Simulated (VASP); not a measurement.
# GaN (F-43m) in VASP: further runs

One crystal, GaN, is run at these levels: PBE; tasks: relaxation of cell and atoms.

All numbers are computed with VASP 6.6.1; they aren't measurements. Logs are shortened: lines on timing, memory, paths and dates and some standing lists are left out, and cuts for length are marked.

## Step 1: The structure

Symmetry: F-43m, No. 216, cubic system. The conventional cell has a = 4.507 Å, b = 4.507 Å, c = 4.507 Å, α = 90.00°, β = 90.00°, γ = 90.00°. Ga (site symmetry -43m) is surrounded by 4 N at 1.95 Å. N (site symmetry -43m) is surrounded by 4 Ga at 1.95 Å.

The cell is a database's computed one.

## Step 2: Relaxation of cell and atoms, PBE

Contents of INCAR:

```
SYSTEM = GaN
PREC = Accurate
ENCUT = 900
EDIFF = 1E-7
ISMEAR = 0
SIGMA = 0.02
LREAL = .False.
LASPH = .True.
NELM = 100
ALGO = Normal
ISIF = 3
LWAVE = .False.
LCHARG = .False.
GGA = PE
IBRION = 2
NSW = 80
EDIFFG = -0.002
```

Contents of KPOINTS:

```
Automatic mesh
0
Gamma
  12 12 12
  0 0 0
```

Contents of POSCAR:

```
GaN
1.0
    0.0000000000      2.2535006100      2.2535006100
    2.2535006100      0.0000000000      2.2535006100
    2.2535006100      2.2535006100      0.0000000000
Ga N
1 1
Direct
    0.0000000000      0.0000000000      0.0000000000
    0.7500000000      0.7500000000      0.7500000000
```

Potentials or basis: VASP PAW PBE potentials, release 64 (Ga_h, N_h).

Started as:

```sh
$ cat potpaw_PBE.64/Ga_h/POTCAR potpaw_PBE.64/N_h/POTCAR > POTCAR
$ mpirun -np 1 vasp_std > vasp.out
```

OUTCAR:

```text
SYSTEM = GaN
   PREC = Accurate
   ENCUT = 900
   EDIFF = 1E-7
   ISMEAR = 0
   LREAL = .False.
   LASPH = .True.
   NELM = 100
   ISIF = 3
   GGA = PE
   IBRION = 2
   NSW = 80
   EDIFFG = -0.002

 ion  position               nearest neighbor table
   1  0.000  0.000  0.000-   2 1.95   2 1.95   2 1.95   2 1.95
   2  0.750  0.750  0.750-   1 1.95   1 1.95   1 1.95   1 1.95

  LATTYP: Found a face centered cubic cell.
 ALAT       =     4.5070012200

  Lattice vectors:

 A1 = (   0.0000000000,   2.2535006100,   2.2535006100)
 A2 = (   2.2535006100,   0.0000000000,   2.2535006100)
 A3 = (   2.2535006100,   2.2535006100,   0.0000000000)

Analysis of symmetry for initial positions (statically):
=====================================================================
 Subroutine PRICEL returns:
 Original cell was already a primitive cell.

 Routine SETGRP: Setting up the symmetry group for a
 face centered cubic supercell.

 Subroutine GETGRP returns: Found 24 space group operations
 (whereof 24 operations were pure point group operations)
 out of a pool of 48 trial point group operations.

The static configuration has the point symmetry T_d .

Analysis of symmetry for dynamics (positions and initial velocities):
=====================================================================
 Subroutine PRICEL returns:
 Original cell was already a primitive cell.

 Routine SETGRP: Setting up the symmetry group for a
 face centered cubic supercell.

 Subroutine GETGRP returns: Found 24 space group operations
 (whereof 24 operations were pure point group operations)
 out of a pool of 48 trial point group operations.

The dynamic configuration has the point symmetry T_d .

 Subroutine INISYM returns: Found 24 space group operations
 (whereof 24 operations are pure point group operations),
 and found     1 'primitive' translations

----------------------------------------------------------------------------------------

                                     Primitive cell

  volume of cell :      22.8877

  direct lattice vectors                    reciprocal lattice vectors
     0.000000000  2.253500610  2.253500610    -0.221877020  0.221877020  0.221877020
     2.253500610  0.000000000  2.253500610     0.221877020 -0.221877020  0.221877020
     2.253500610  2.253500610  0.000000000     0.221877020  0.221877020 -0.221877020

  length of vectors
     3.186931125  3.186931125  3.186931125     0.384302272  0.384302272  0.384302272

  position of ions in fractional coordinates (direct lattice)
     0.000000000  0.000000000  0.000000000
     0.750000000  0.750000000  0.750000000

  ion indices of the primitive-cell ions
   primitive index   ion index
                 1           1
                 2           2

----------------------------------------------------------------------------------------

 KPOINTS: Automatic mesh

Automatic generation of k-mesh.
 Grid dimensions read from file:
 generate k-points for:   12   12   12

 Generating k-lattice:

  Cartesian coordinates                     Fractional coordinates (reciprocal lattice)
    -0.018489752  0.018489752  0.018489752     0.083333333  0.000000000  0.000000000
     0.018489752 -0.018489752  0.018489752     0.000000000  0.083333333  0.000000000
     0.018489752  0.018489752 -0.018489752     0.000000000  0.000000000  0.083333333

  Length of vectors
     0.032025189  0.032025189  0.032025189

  Shift w.r.t. Gamma in fractional coordinates (k-lattice)
     0.000000000  0.000000000  0.000000000

 Subroutine IBZKPT returns following result:
 ===========================================

 Found     72 irreducible k-points:

 Following reciprocal coordinates:
            Coordinates               Weight
  0.000000  0.000000  0.000000      1.000000
  0.083333  0.000000  0.000000      8.000000
  0.166667  0.000000  0.000000      8.000000
  0.250000  0.000000  0.000000      8.000000
  0.333333  0.000000  0.000000      8.000000
  0.416667  0.000000  0.000000      8.000000
[... 16 lines left out ...]
  0.500000  0.166667  0.000000     24.000000
 -0.416667  0.166667  0.000000     24.000000
 [... further k-points ...]
   k-points           NKPTS =     72   k-points in BZ     NKDIM =     72   number of bands    NBANDS=     13
   number of dos      NEDOS =    301   number of ions     NIONS =      2
   total plane-waves  NPLWV =  32768
   dimension x,y,z NGX =    32 NGY =   32 NGZ =   32
   dimension x,y,z NGXF=    64 NGYF=   64 NGZF=   64
   ions per type =               1   1
   NGX,Y,Z   is equivalent  to a cutoff of  16.69, 16.69, 16.69 a.u.
   NGXF,Y,Z  is equivalent  to a cutoff of  33.39, 33.39, 33.39 a.u.
 SYSTEM =  GaN
   PREC   = accura    normal or accurate (medium, high low for compatibility)
   ISTART =      0    job   : 0-new  1-cont  2-samecut
   ICHARG =      2    charge: 1-file 2-atom 10-const
   ISPIN  =      1    spin polarized calculation?
   LNONCOLLINEAR =      F non collinear calculations
   LSORBIT =      F    spin-orbit coupling
   LASPH  =      T    aspherical Exc in radial PAW
   ENCUT  =  900.0 eV  66.15 Ry    8.13 a.u.   7.80  7.80  7.80*2*pi/ulx,y,z
   NELM   =    100;   NELMIN=  2; NELMDL= -5     # of ELM steps
   EDIFF  = 0.1E-06   stopping-criterion for ELM
   LREAL  =      F    real-space projection
   EDIFFG = -.2E-02   stopping-criterion for IOM
   NSW    =     80    number of steps for IOM
   IBRION =      2    ionic relax: 0-MD 1-quasi-New 2-CG
   NFREE  =      1    steps in history (QN), initial steepest desc. (CG)
   ISIF   =      3    stress and relaxation
   ISYM   =      2    0-nonsym 1-usesym 2-fastsym
   POTIM  = 0.5000    time-step for ionic-motion
   TEBEG  =    0.0;   TEEND  =   0.0 temperature during run
   PSTRESS=    0.0 pullay stress
   NELECT =      18.0000    total number of electrons
   NUPDOWN=      -1.0000    fix difference up-down
   EMIN   =  10.00;   EMAX   =-10.00  energy-range for DOS
   EFERMI =   0.00;   METHOD = LEGACY
   ISMEAR =     0;   SIGMA  =   0.02  broadening in eV -4-tet -1-fermi 0-gaus
   EFERMI_NEDOS =   21; number of points for ismear=-14 and -15
   IALGO  =     38    algorithm
   IMIX   =      4    mixing-type and parameters
     AMIX     =   0.40;   BMIX     =  1.00
     AMIX_MAG =   1.60;   BMIX_MAG =  1.00
  volume/ion in A,a.u.               =      11.44        77.23
  Fermi-wavevector in a.u.,A,eV,Ry     =   1.511117  2.855596 31.068543  2.283473
  Thomas-Fermi vector in A             =   2.621216
   LORBIT       =      0    0 simple, 1 ext, 2 COOP (PROOUT), +10 PAW based schemes
   GGA     = PE    functional components
   LHFCALC =     F    Hartree Fock is set to
   AEXX    =    0.0000 exact exchange contribution
   IVDW    =     0    specifies the selected vdW correction
   LEPSILON=     F    determine dielectric tensor
   LRPA    =     F    only Hartree local field effects (RPA)
 conjugate gradient relaxation of ions
 non-spin polarized calculation
 Gauss-broadening in eV      SIGMA  =   0.02
  energy-cutoff  :      900.00
  volume of cell :       22.89
 maximum number of plane-waves:      1424
   NGX = 15   NGY = 15   NGZ = 15

--------------------------------------- Ionic step        1  -------------------------------------------

 number of electron      17.9999999 magnetization

 Free energy of the ion-electron system (eV)
  ---------------------------------------------------
  ext. energy  EPLUGINS =         0.00000000
  ---------------------------------------------------
  free energy    TOTEN  =       -12.15703761 eV

  energy without entropy =      -12.15703761  energy(sigma->0) =      -12.15703761

------------------------ aborting loop because EDIFF is reached ----------------------------------------

  FORCE on cell =-STRESS in cart. coord.  units (eV):
  Direction    XX          YY          ZZ          XY          YZ          ZX
  --------------------------------------------------------------------------------------
  -------------------------------------------------------------------------------------
  Total        0.7291724      0.7291724      0.7291724      0.0000000      0.0000000      0.0000000
  in kB       51.0431841     51.0431841     51.0431841      0.0000000      0.0000000      0.0000000
  external PRESSURE =      51.0431841 kB  Pullay stress =       0.0000000 kB
[... 57 lines left out ...]
  energy  without entropy=      -12.1588148791  energy(sigma->0) =      -12.15881488

--------------------------------------- Ionic step        3  -------------------------------------------

 number of electron      18.0000008 magnetization

 Free energy of the ion-electron system (eV)
  ---------------------------------------------------
  ext. energy  EPLUGINS =         0.00000000
  ---------------------------------------------------
  free energy    TOTEN  =       -12.16684310 eV

  energy without entropy =      -12.16684310  energy(sigma->0) =      -12.16684310

 E-fermi :   6.6457     XC(G=0): -11.4325

 val. band max:        6.4762497103   @ k =   0.0000   0.0000   0.0000
 cond. band min:       8.0232331894   @ k =   0.0000   0.0000   0.0000
 fundamental gap:      1.5469834791
 Fermi energy:         6.6457478403

 k-point     1 :       0.0000    0.0000    0.0000
  band No.  band energies     occupation
      1      -9.2357      2.00000
      2      -6.9635      2.00000
      3      -6.9635      2.00000
      4      -6.9635      2.00000
      5      -6.6720      2.00000
      6      -6.6720      2.00000
      7       6.4762      2.00000
      8       6.4762      2.00000
      9       6.4762      2.00000
     10       8.0232      0.00000
     11      16.6078      0.00000
     12      16.6078      0.00000
     13      16.6078      0.00000
[... 353 lines left out ...]
 k-point    24 :      -0.4167    0.1667    0.0000
  band No.  band energies     occupation
      1      -8.3683      2.00000
      2      -6.8757      2.00000
      3      -6.8353      2.00000
      4      -6.6682      2.00000
      5      -6.6415      2.00000
      6      -5.2544      2.00000
      7       0.0283      2.00000
      8       4.0355      2.00000
      9       5.2275      2.00000
     10      12.2362      0.00000
     11      13.9046      0.00000
     12      16.5419      0.00000
     13      17.4497      0.00000

 [... further k-points ...]

------------------------ aborting loop because EDIFF is reached ----------------------------------------

  FORCE on cell =-STRESS in cart. coord.  units (eV):
  Direction    XX          YY          ZZ          XY          YZ          ZX
  --------------------------------------------------------------------------------------
  -------------------------------------------------------------------------------------
  Total       -0.0000589     -0.0000589     -0.0000589      0.0000000      0.0000000     -0.0000000
  in kB       -0.0040101     -0.0040101     -0.0040101      0.0000000      0.0000000     -0.0000000
  external PRESSURE =      -0.0040101 kB  Pullay stress =       0.0000000 kB
[... 17 lines left out ...]
  FREE ENERGIE OF THE ION-ELECTRON SYSTEM (eV)
  ---------------------------------------------------
  free  energy   TOTEN  =       -12.1668430969 eV

  energy  without entropy=      -12.1668430969  energy(sigma->0) =      -12.16684310

 reached required accuracy - stopping structural energy minimisation
```

Run time: 94 s. Hardware: 1 thread of AMD EPYC 7R13 (Zen 3), shared host; peak memory 0.18 GiB.

Results:

| Item | Value |
| --- | --- |
| Free energy | -12.1668 eV |
| Relaxed volume | 11.76 Å³/atom |
| Relaxed cell | a = 3.216 Å, b = 3.216 Å, c = 3.216 Å, α = 60.00°, β = 60.00°, γ = 60.00° |
| Space group after relaxing (to 0.05 Å) | F-43m (No. 216) |
| Energy gained by relaxing | 4.9 meV/atom |
| Ionic steps | 3 |
| Pressure after relaxing | 0.0 GPa |
| Band gap on the k mesh | 1.55 eV, direct |

Step by step:
| step | energy change (eV) | largest force (eV/Å) | pressure (GPa) | volume (Å³) |
| --- | --- | --- | --- | --- |
| 1 | 0.0000 | 0.0000 | 5.10 | 22.89 |
| 2 | -0.0018 | 0.0000 | -4.19 | 24.12 |
| 3 | -0.0098 | 0.0000 | 0.00 | 23.52 |

Final structure:
```cif
data_structure
_symmetry_space_group_name_H-M 'P 1'
_symmetry_Int_Tables_number 1
_cell_length_a 3.2160
_cell_length_b 3.2160
_cell_length_c 3.2160
_cell_angle_alpha 60.000
_cell_angle_beta 60.000
_cell_angle_gamma 60.000
_cell_volume 23.52
loop_
_atom_site_label
_atom_site_type_symbol
_atom_site_fract_x
_atom_site_fract_y
_atom_site_fract_z
_atom_site_occupancy
Ga1 Ga 0.00000 0.00000 0.00000 1
N1 N 0.75000 0.75000 0.75000 1
```

Levels at points of the mesh, in eV from the valence-band top:
```
           k point  band 5  band 6  band 7  band 8  band 9  band 10  band 11  band 12  band 13
(0.00, 0.00, 0.00)  -13.15  -13.15    0.00    0.00    0.00     1.55    10.13    10.13    10.13
(0.50, 0.00, 0.00)  -13.10  -11.89   -6.87   -0.94   -0.94     4.45     8.58    10.21    10.21
(0.50, 0.50, 0.00)  -13.08  -11.46   -6.02   -2.61   -2.61     3.34     6.50    11.51    13.67
```

Caveat: the cutoff is under 1.25 times the usual one of these potentials, so pressure, stress and relaxed cells hold a basis-set (Pulay) error. As with any semilocal functional, this PBE gap is likely too small.

(Part 1 of 2 ends here.)
